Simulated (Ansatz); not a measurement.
# How the conductance of CoSi2/Si/NiSi2 changes with thickness, part 2 of 3

Aim: the conductance of CoSi2/Si/NiSi2 junctions as the barrier thickens. The lower electrode is CoSi2 fluorite(111) turned by 180 degrees (type B), the upper one NiSi2 fluorite(111) turned by 180 degrees (type B); the barrier is Si diamond(111) (whole bilayers). In the first transport cell, after relaxation, the nearest pair of electrode and barrier is Si–Si at 2.38 Å, along the normal, at the lower face and Si–Si at 2.37 Å, along the normal, at the upper one. All share a net of side 3.79 Å, which strains the lower electrode by +0.0 %, the upper one by -1.3 % and the barrier by -2.0 %, against typed lattice constants near PBE's. The first steps treat the bulk electrodes alone.

Ansatz 0.2.0; PBE DFT, plane waves, PAW files (the session's first sound run).

So far. Step 4 (Relaxation): The largest force component on a free atom ends at 0.0022 eV/Å. The work functions of the outer faces are 5.35 and 5.45 eV.

**5. The open system: T(E)**

This step: PBE DFT, plane waves, PAW files; ballistic transmission by layer matching between semi-infinite leads (Ansatz 0.2.0).

System of this step: CoSi2/Si/NiSi2. The cell holds 57 atoms: 9 Co, 40 Si and 8 Ni. Its edges and angles: a = 3.790 Å, b = 3.790 Å, c = 77.164 Å, α = 90.0°, β = 90.0°, γ = 120.0°. Regions: left electrode, 26 atoms (9 Co and 17 Si); barrier, 6 atoms (6 Si); right electrode, 25 atoms (17 Si and 8 Ni). Vacuum lies along c.

The relaxed core is set between ideal electrode layers (this cell holds 6 atomic planes between the electrodes; where that differs from the relaxed slab, whole periods were copied in or cut out without a new relaxation), which the solver continues as semi-infinite leads. A wide energy window on a coarse mesh (12×12) shows where the Fermi level lies against the barrier's bands; the projected density of states shows how far the metals' states reach in.

input.yaml

```yaml
crystal:
  lattice:
    - [3.79, 0.0, 0.0]
    - [-1.895, 3.2822362803, 0.0]
    - [0.0, 0.0, 77.1644332476]
  atoms:
    - { symbol: Co, position: [0.33333333, 0.66666667, 0.0907153685] }
    - { symbol: Si, position: [0.0, 0.0, 0.1007073115] }
    - { symbol: Si, position: [0.33333333, 0.66666667, 0.120789012] }
    - { symbol: Co, position: [0.0, 0.0, 0.1307809549] }
    - { symbol: Si, position: [0.66666667, 0.33333333, 0.1407728978] }
    - { symbol: Si, position: [0.0, 0.0, 0.1608545983] }
    - { symbol: Co, position: [0.66666667, 0.33333333, 0.1708465413] }
    - { symbol: Si, position: [0.33333333, 0.66666667, 0.1808384842] }
[... 45 atom lines left out ...]
    - { symbol: Si, position: [0.0, 0.0, 0.8679202313] }
    - { symbol: Ni, position: [0.66666667, 0.33333333, 0.8786003639] }
    - { symbol: Si, position: [0.33333333, 0.66666667, 0.8892804964] }
    - { symbol: Si, position: [0.66666667, 0.33333333, 0.9092846315] }
kpoints:
  mp_grid: { grid: [8, 8, 1] }
scf:
  occupations: { method: fermi_dirac, width: 0.1 }
  max_iter: 150
hamiltonian:
  xc: pbe
output:
  transmission:
    kmesh: [12, 12]
    e_range: [-2.5, 2.5]
    de: 0.1
    leads: [[11, 14], [43, 46]]
  dos: { projected: true, e_range: [-6, 5], de: 0.05 }
  write_potential: true
  write_density: true
  volumetric_format: npy
  elf: true
```

On the command line:

```console
$ ansatz run input.yaml --threads 8 --pin off --max-ram 24576MiB --backend cpu --events-out ev --progress --plain --runs-dir out
```

Run time: 3.4 min. Hardware: 8 threads of Arm Neoverse V2, shared host; peak memory 9.8 GiB.

Numbers from this step:

```
free energy                                         : -118301.9113 eV
Fermi energy                                        : 8.902 eV
level to which the leads are filled                 : 0 eV from the Fermi level
transmission at the Fermi level (a spin, zone mean) : 0.08391
channels of the lower lead                          : 1.271
channels of the upper lead                          : 1.076
potential step in the lower lead                    : 6 meV
potential step in the upper lead                    : 4.7 meV
```

One spin. Table of transmission, zone mean by energy, zero at the Fermi level:

```
energy (eV)  transmission, zone mean
      -2.50                    0.281
      -2.40                    0.383
      -2.30                    0.397
      -2.20                    0.304
      -2.10                    0.479
      -2.00                    0.589
      -1.80                    0.574
      -1.70                    0.346
      -1.60                    0.316
      -1.40                    0.170
      -1.30                    0.243
      -1.10                   0.0835
      -1.00                   0.0544
      -0.90                    0.134
      -0.70                   0.0794
      -0.60                   0.0610
      -0.50                   0.0548
      -0.30                   0.0436
      -0.20                   0.0659
      -0.10                   0.0969
       0.00                   0.0839
       0.10                   0.0876
       0.20                   0.0753
       0.30                   0.0695
       0.50                   0.0729
       0.60                   0.0663
       0.70                   0.0926
       0.90                   0.0150
       1.00                   0.0132
       1.10                   0.0170
       1.30                   0.0153
       1.40                   0.0138
       1.60                   0.0613
       1.70                   0.0826
       1.80                   0.0870
       2.00                    0.261
       2.10                    0.411
       2.20                    0.538
       2.40                    0.701
       2.50                    0.777
```

One spin. The open channels, zone mean by energy, zero at the Fermi level:

```
energy (eV)  lower lead  upper lead
      -2.50        1.15        1.59
      -2.30        1.35        1.80
      -2.20        1.56        1.76
      -2.00        1.49        1.80
      -1.80        2.04        1.76
      -1.60        2.11        1.61
      -1.50        1.19        1.49
      -1.30        1.51        1.36
      -1.10        1.76        1.15
      -0.90        1.55        1.02
      -0.80        1.59       0.938
      -0.60        1.88       0.812
      -0.40        1.73       0.604
      -0.30        1.65       0.743
      -0.10        1.35       0.993
       0.00        1.27        1.08
       0.10        1.23        1.12
       0.30        1.02        1.37
       0.40        1.02        1.58
       0.60       0.896        1.70
       0.80       0.694        1.76
       0.90       0.597        1.92
       1.10       0.556        1.92
       1.30       0.639        1.67
       1.50       0.514        1.28
       1.60       0.618        1.19
       1.80       0.882       0.896
       2.00        1.30        1.87
       2.20        1.63        2.75
       2.30        1.84        2.83
       2.50        1.80        2.75
```

Transmission over k1 and k2. At 0.0000 eV from the Fermi level.

Ten even steps from '0' (0.000) to '9' (0.708):
```
000000000000
000101000000
001111110000
000134310000
001149941100
000139093100
000114994110
000001343100
000001111110
000000010100
000000000000
000000000000
```
Columns: k1 (b1) from -0.5 to 0.417; rows upwards: k2 (b2) from -0.5 to 0.417.

Open channels of the lower lead over k1 and k2. At 0.0000 eV from the Fermi level.

Ten even steps from '0' (0.00) to '9' (3.00):
```
033333300000
336636633000
336666663300
333699963330
036699996630
036699999663
003669999663
303336999633
300336666663
300033663663
000000333333
003330003330
```
Columns: k1 (b1) from -0.5 to 0.417; rows upwards: k2 (b2) from -0.5 to 0.417.

Open channels of the upper lead over k1 and k2. At 0.0000 eV from the Fermi level.

Values, 12 rows by 12 columns:
```
1.00 1.00 1.00 0.00 0.00 1.00 1.00 1.00 1.00 0.00 0.00 1.00
1.00 1.00 1.00 1.00 1.00 1.00 1.00 1.00 1.00 0.00 0.00 0.00
0.00 0.00 1.00 3.00 2.00 2.00 3.00 1.00 0.00 0.00 0.00 0.00
1.00 0.00 1.00 2.00 3.00 1.00 3.00 2.00 1.00 0.00 1.00 1.00
1.00 1.00 1.00 2.00 1.00 2.00 2.00 1.00 2.00 1.00 1.00 1.00
1.00 1.00 1.00 3.00 3.00 2.00 2.00 2.00 3.00 3.00 1.00 1.00
1.00 1.00 1.00 1.00 2.00 1.00 2.00 2.00 1.00 2.00 1.00 1.00
1.00 1.00 1.00 0.00 1.00 2.00 3.00 1.00 3.00 2.00 1.00 0.00
0.00 0.00 0.00 0.00 0.00 1.00 3.00 2.00 2.00 3.00 1.00 0.00
1.00 0.00 0.00 0.00 1.00 1.00 1.00 1.00 1.00 1.00 1.00 1.00
1.00 1.00 0.00 0.00 1.00 1.00 1.00 1.00 0.00 0.00 1.00 1.00
1.00 1.00 1.00 0.00 1.00 1.00 1.00 1.00 1.00 0.00 1.00 1.00
```
Columns: k1 (b1) from -0.5 to 0.417; rows upwards: k2 (b2) from -0.5 to 0.417.

Projected DOS an atom over height of the atomic layer and energy from the Fermi level. Layers: Co Si Si Co Si Si Co Si Si Co Si Si Co Si Si Co Si Si Co Si Si Co Si Si Co Si Si Si Si Si Si Si Si Ni Si Si Ni Si Si Ni Si Si Ni Si Si Ni Si Si Ni Si Si Ni Si Si Ni Si Si; projections on atoms miss part of the total, and the computed bands can run out at the top of the range; a column is the mean of 4 neighbouring layers, the last of those left over.

Values in states/eV, 22 rows by 15 columns, each cell a mean:
```
0.16 0.19 0.19 0.16 0.18 0.18 0.19 0.21 0.20 0.14 0.17 0.18 0.17 0.20 0.25
0.31 0.38 0.37 0.34 0.37 0.38 0.37 0.40 0.34 0.28 0.33 0.31 0.27 0.31 0.42
0.26 0.47 0.59 0.60 0.61 0.55 0.52 0.61 0.38 0.31 0.37 0.38 0.32 0.39 0.61
0.43 0.35 0.23 0.24 0.21 0.26 0.46 0.57 0.45 0.34 0.37 0.36 0.30 0.39 0.67
0.44 0.41 0.38 0.32 0.37 0.40 0.49 0.59 0.46 0.41 0.42 0.43 0.38 0.44 0.66
0.63 0.50 0.56 0.60 0.59 0.53 0.49 0.53 0.39 0.43 0.54 0.53 0.48 0.40 0.66
0.37 0.31 0.30 0.33 0.29 0.27 0.33 0.36 0.32 0.23 0.26 0.27 0.27 0.35 0.66
0.35 0.12 0.10 0.11 0.11 0.10 0.12 0.16 0.41 0.37 0.38 0.38 0.34 0.40 0.68
0.31 0.14 0.15 0.15 0.16 0.16 0.16 0.05 0.29 0.39 0.43 0.43 0.38 0.31 0.39
0.46 0.22 0.23 0.27 0.24 0.30 0.31 0.06 0.21 0.30 0.30 0.31 0.33 0.28 0.57
0.99 0.49 0.46 0.55 0.44 0.50 0.65 0.14 0.24 0.20 0.22 0.22 0.20 0.17 0.37
1.79 0.67 0.72 1.02 0.71 0.58 0.92 0.26 0.53 0.23 0.18 0.18 0.16 0.23 0.47
1.99 0.85 0.83 1.42 0.80 0.83 1.37 0.52 0.59 0.30 0.28 0.29 0.34 0.47 1.16
1.65 1.24 1.22 2.26 1.24 1.24 1.16 0.63 0.79 0.51 0.45 0.43 0.48 0.60 0.84
0.86 0.65 0.67 1.10 0.68 0.66 0.76 0.64 1.27 0.80 0.61 0.64 0.82 0.65 0.60
0.83 0.54 0.52 0.75 0.52 0.53 0.73 0.64 1.31 1.30 0.70 0.68 1.08 0.74 0.50
0.79 0.51 0.51 0.63 0.52 0.59 0.66 0.58 0.77 2.72 1.43 1.41 2.66 1.43 0.47
0.77 0.93 0.97 1.11 0.96 0.96 0.64 0.56 0.68 1.36 0.91 0.92 1.61 0.86 0.24
0.38 0.59 0.57 0.64 0.59 0.58 0.35 0.30 0.68 0.96 0.65 0.66 0.91 0.70 0.19
0.27 0.42 0.44 0.41 0.44 0.40 0.23 0.18 0.59 1.30 0.98 0.98 1.27 0.84 0.17
0.19 0.28 0.26 0.23 0.26 0.29 0.18 0.17 0.32 0.73 0.72 0.71 0.84 0.53 0.17
0.18 0.29 0.27 0.25 0.27 0.26 0.20 0.26 0.24 0.38 0.40 0.40 0.39 0.34 0.20
```
Columns: height of the atomic layer (Å) from 8.55 to 70.2 (not evenly spaced); rows upwards: energy from the Fermi level (eV) from -6 to 5.

Valence density in the ca plane at fractional y = 0.000, with atoms of Si and Co and Ni within 0.2 Å of it. It is the smooth field of the valence electrons, not physical close to the nuclei.

Ten steps, logarithmic in the rise over the least value, from '0' (0 e/Å³) to '9' (45 e/Å³), each cell a mean:
```
00010001111000100000026873111001100000000100
00011111111111100000013431111111100000000111
00001100000011000000001111000011100000001111
00000000000000000000001110000001111000111100
00000000000000000000000000000001111111111100
00000000000000000000000000000001111101111100
00001100000011000000001110000001110000001110
00011110000111100000011221001111100000000111
00011001111001100000015652111001100000000110
00000001111000000000037984111000000000000000
```
Columns run along c (16.0 Å, from fractional 0.48 to 0.69 of the cell), rows up along a (3.8 Å). Atoms in or near the plane, at fractional coordinates: Si at (0.51, 0.00), Si at (0.54, 0.00), Ni at (0.59, 0.00), Si at (0.62, 0.00), Si at (0.68, 0.00).

ELF in the ca plane at fractional y = 0.000, with atoms of Si and Co and Ni within 0.2 Å of it. It is the smooth field of the valence electrons, not physical close to the nuclei.

Ten even steps from '0' (0.00) to '9' (0.94), each cell a mean:
```
00000000000000013577532662388426732344100002
00000000000000012467755653233235655665210113
00000000000000011345765554333345556665432334
00000000000000001112344345555554344445655555
00000000000000000111123334666643333335666666
00000000000000001111233334666643333335666666
00000000000000001234555445544554455555544445
00000000000000012357775654222235656765321124
00000000000000012577643663256326633564200013
00000000000000013576453662499526633233100002
```
Columns run along c (16.0 Å, from fractional 0.00 to 0.21 of the cell), rows up along a (3.8 Å). Atoms in or near the plane, at fractional coordinates: Si at (0.10, 0.00), Co at (0.13, 0.00), Si at (0.16, 0.00).

Electrostatic potential energy in the ca plane at fractional y = 0.000, with atoms of Si and Co and Ni within 0.2 Å of it. With pseudopotentials it is smooth inside the atoms' cores, unlike the true potential.

Ten even steps from '0' (-46 eV) to '9' (13 eV), each cell a mean:
```
99999999999999999986100487200278500158999999
99999999999999999998534788633688743579999999
99999999999999999999888899888899888889999999
99999999999999999999999998899889999988889988
99999999999999999999999998888888999988888888
99999999999999999999999998888889999988889888
99999999999999999999989999988899998899999999
99999999999999999998767899866899876789999999
99999999999999999997312688411478621268999999
99999999999999999985000377100168400058999999
```
Columns run along c (16.0 Å, from fractional 0.00 to 0.21 of the cell; values clipped at the 3rd and 97th percentile), rows up along a (3.8 Å). Atoms in or near the plane, at fractional coordinates: Si at (0.10, 0.00), Co at (0.13, 0.00), Si at (0.16, 0.00).

At the Fermi level the transmission is 0.084, as a zone mean for one spin on this coarse mesh. At the Fermi level the layers of this cell's barrier hold from 0.064 to 0.20 states an eV and atom: none is empty there, through tails of the electrodes' states or through bands of its own. In the worse lead the potential repeats within 6 meV, which the program lets pass.

**6. Conductance on a fine mesh, atomic planes in the barrier 4, gap between the electrodes 8.76 Å**

System of this step: CoSi2/Si/NiSi2. The cell holds 55 atoms: 9 Co, 38 Si and 8 Ni. Its edges and angles: a = 3.790 Å, b = 3.790 Å, c = 73.969 Å, α = 90.0°, β = 90.0°, γ = 120.0°. Regions: left electrode, 26 atoms (9 Co and 17 Si); barrier, 4 atoms (4 Si); right electrode, 25 atoms (17 Si and 8 Ni). Vacuum lies along c.

The conductance needs T(E) within ten thermal energies of the Fermi level, on steps under 1.5 kT, and a finer mesh (24×24), since the current can rest on few wavevectors.

input.yaml

```yaml
crystal:
  lattice:
    - [3.79, 0.0, 0.0]
    - [-1.895, 3.2822362803, 0.0]
    - [0.0, 0.0, 73.9690756253]
  atoms:
    - { symbol: Co, position: [0.33333333, 0.66666667, 0.0946341419] }
    - { symbol: Si, position: [0.0, 0.0, 0.1050577224] }
    - { symbol: Si, position: [0.33333333, 0.66666667, 0.1260069235] }
    - { symbol: Co, position: [0.0, 0.0, 0.136430504] }
    - { symbol: Si, position: [0.66666667, 0.33333333, 0.1468540845] }
    - { symbol: Si, position: [0.0, 0.0, 0.1678032855] }
    - { symbol: Co, position: [0.66666667, 0.33333333, 0.178226866] }
    - { symbol: Si, position: [0.33333333, 0.66666667, 0.1886504465] }
[... 43 atom lines left out ...]
    - { symbol: Si, position: [0.66666667, 0.33333333, 0.8622145754] }
    - { symbol: Ni, position: [0.33333333, 0.66666667, 0.8733560743] }
    - { symbol: Si, position: [0.0, 0.0, 0.8844975732] }
    - { symbol: Si, position: [0.33333333, 0.66666667, 0.9053658581] }
kpoints:
  mp_grid: { grid: [8, 8, 1] }
scf:
  occupations: { method: fermi_dirac, width: 0.1 }
  max_iter: 150
hamiltonian:
  xc: pbe
output:
  transmission:
    kmesh: [24, 24]
    e_range: [-0.26, 0.27]
    de: 0.0375
    leads: [[11, 14], [41, 44]]
```

Run time: 3.2 min. Hardware: 8 threads; peak memory 9.1 GiB; 21 min of CPU time.

This step gave:

| Item | Value |
| --- | --- |
| free energy | -117030.3061 eV |
| Fermi energy | 9.016 eV |
| transmission at the Fermi level (a spin, zone mean) | 0.1225 |
| channels of the lower lead | 1.286 |
| channels of the upper lead | 1.040 |
| potential step in the lower lead | 5.9 meV |
| ballistic conductance of the lower lead | 8.07e14 S/m² |
| potential step in the upper lead | 4.6 meV |
| ballistic conductance of the upper lead | 6.67e14 S/m² |
| junction conductance | 8.14e13 S/m² |
| error estimates by source, in the log's order | 1.4, 1.2, 13, 5.1, 0.4 % |
| resistance-area product beyond the leads | 0.01092 Ω um² |

One spin. The transmission, zone mean by energy, zero at the Fermi level:

```
energy (eV)  transmission, zone mean
     -0.260                    0.123
     -0.223                    0.140
     -0.185                    0.139
     -0.147                    0.136
     -0.110                    0.130
     -0.072                    0.128
     -0.035                    0.138
      0.003                    0.123
      0.040                    0.131
      0.077                    0.142
      0.115                    0.138
      0.152                    0.141
      0.190                    0.137
      0.228                    0.143
      0.265                    0.147
```

One spin. The open channels, zone mean by energy, zero at the Fermi level:

```
energy (eV)  lower lead  upper lead
     -0.260        1.54       0.821
     -0.223        1.54       0.832
     -0.185        1.49       0.852
     -0.147        1.44       0.946
     -0.110        1.40       0.998
     -0.072        1.38        1.01
     -0.035        1.32        1.11
      0.003        1.29        1.04
      0.040        1.26        1.09
      0.077        1.21        1.13
      0.115        1.21        1.15
      0.152        1.20        1.25
      0.190        1.16        1.27
      0.228        1.14        1.31
      0.265        1.09        1.33
```

Transmission over k1 and k2. At 0.0025 eV from the Fermi level.

Ten even steps from '_' (0.000) to '@' (0.838):
```
________________________________________________
________________________________________________
__________..________..__________________________
________......______......______________________
______....::::________::::....__________________
________..::..::--##--::..::..__________________
____________::****....****::____________________
____________--**####==####**--__________________
____________##..##++@@@@++##..##________________
______....__--..==@@##++##@@==..--__....________
________..::::**##@@++____++@@##**::::..________
________..::..**##++##______##++##**..::..______
__________..::::**##@@++____++@@##**::::..______
__________....__--..==@@##++##@@==..--__....____
__________________##..##++@@@@++##..##__________
____________________--**####==####**--__________
______________________::****....****::__________
____________________..::..::--##--::..::..______
____________________....::::________::::....____
________________________......______......______
____________________________..________..________
________________________________________________
________________________________________________
________________________________________________
```
Columns: k1 (b1) from -0.5 to 0.458; rows upwards: k2 (b2) from -0.5 to 0.458.

G = 8.1e13 S/m² (1/G = 0.0123 Ω µm²). The largest error estimate is 13 %, from the mesh across the current. In the worse lead the potential repeats within 5.9 meV, which the program lets pass, though it still puts 5.1 % of error on the junction's conductance through them. By hand, Landauer's formula with T at one energy: G = (e²/h) ΣT / A = 3.874e-5 S × 0.245 / 12.44 Å² = 7.6e13 S/m², with T summed over both spins. The printed value averages T over the Fermi window and is 1.1 times this.

(Continued in part 3 of 3.)

[Logs are printed without paths, hosts, clocks, repeated set-up lines and the standing remarks that a program may print on its own settings, such as how far it seeks lower states.]

[Hosts, paths, dates, database ids (printed as entryN), source tags and the programs' standing remarks are cut or masked in the printed files.]
